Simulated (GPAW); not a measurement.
The system is KBr.

```
CELL_PARAMETERS angstrom
0.00000 3.30000 3.30000
3.30000 0.00000 3.30000
3.30000 3.30000 0.00000
ATOMIC_POSITIONS crystal
Br 0.50000 0.50000 0.50000
K 0.00000 0.00000 0.00000
```

| Item | Value |
| --- | --- |
| Program | GPAW 26.7.0 |
| Task | relaxation of cell and atoms |
| Functional | PBEsol |
| Dispersion | D4 |
| Potentials or basis | PAW data sets generated in the run's folder for this functional |
| Cutoff | 600 eV |
| Basis | pw |
| k mesh | 7 × 7 × 7 |
| Occupations | fermi-dirac, width 0.05 eV |
| Spin | no spin polarisation |

At the start: pressure -0.7 GPa; volume 35.94 Å³/atom.

Task: Where does the relaxation end?

Result: Over 7 steps the energy falls by 3.6 meV/atom and the volume is 34.46 Å³/atom (-4.1 %); space group Fm-3m (No. 225, to 0.05 Å).

Step by step:
```tsv
step	energy change (eV)	largest force (eV/Å)	pressure (GPa)	volume (Å³)
1	0.0000	0.0000	-0.70	71.87
2	-0.0007	0.0000	-0.67	71.71
3	-0.0020	0.0000	-0.61	71.38
4	-0.0036	0.0000	-0.51	70.91
5	-0.0052	0.0000	-0.39	70.32
6	-0.0065	0.0000	-0.25	69.65
7	-0.0072	0.0000	-0.09	68.93
```

Final structure:
```
CELL_PARAMETERS angstrom
0.00000 3.25425 3.25425
3.25425 0.00000 3.25425
3.25425 3.25425 0.00000
ATOMIC_POSITIONS crystal
Br 0.50000 0.50000 0.50000
K 0.00000 0.00000 0.00000
```

Caveat: later steps reuse the first step's grids.
